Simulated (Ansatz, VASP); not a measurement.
# CdSe: VASP beside Ansatz

INCAR

```
  PREC = Accurate
  ENCUT = 520
  EDIFF = 1E-7
  ISMEAR = 0
  SIGMA = 0.05
  LREAL = F
  LASPH = T
  NELM = 80
  ALGO = Normal
  ISIF = 2
  LWAVE = F
  LCHARG = F
  GGA = PS
  NBANDS = 16
```

Contents of KPOINTS:

```
Automatic mesh
0
Gamma
  6 6 6
```

File POSCAR:

```
CdSe
1.0
    0.0000000000      3.1094216602      3.1094216602
    3.1094216602      0.0000000000      3.1094216602
    3.1094216602      3.1094216602      0.0000000000
Cd Se
1 1
Direct
    0.0000000000      0.0000000000      0.0000000000
    0.2500000000      0.2500000000      0.2500000000
```

Input for Ansatz:

```yaml
crystal:
  lattice:
    - [0.0, 3.1094216602, 3.1094216602]
    - [3.1094216602, 0.0, 3.1094216602]
    - [3.1094216602, 3.1094216602, 0.0]
  atoms:
    - { symbol: Cd, position: [0.0, 0.0, 0.0] }
    - { symbol: Se, position: [0.25, 0.25, 0.25] }
basis:
  ecutwfc: 420
kpoints:
  mp_grid: { grid: [6, 6, 6] }
hamiltonian:
  xc: pbesol
scf:
  occupations: { method: gaussian, width: 0.05 }
output:
  forces: true
  stress: true
  eigenvalues: true
```

Measurements of this composition are mostly on another form, of space group No. 186.

Alike in both runs: task single point; functional PBEsol; k mesh 6 × 6 × 6; occupations gaussian, width 0.05 eV; no spin polarisation.

```csv
,VASP,Ansatz
version,VASP 6.6.1,Ansatz 0.2.0
potentials or method,"VASP PAW PBE potentials, release 64 (Cd, Se)","scalar-relativistic, plane waves, PAW"
plane-wave cutoff (eV),520,420
valence electrons in the cell,18,36
```

|  | VASP | Ansatz | Ansatz less VASP |
| --- | --- | --- | --- |
| gap on the k mesh at the Fermi level (eV) | 0.35 | 0.35 | 0.000 |
| least direct gap on the mesh (eV) | 0.35 | 0.35 | 0.000 |
| pressure (GPa) | -2.7 | -3.0 | -0.25 |

With one functional, cell and mesh, what is left measures potentials, basis and numerics. The two sets of potentials don't hold the same shells in valence.

Caveats: the PAW data sets were made with another functional, which shifts forces and pressure a little (VASP). As with any semilocal functional, this PBEsol gap is likely too small.
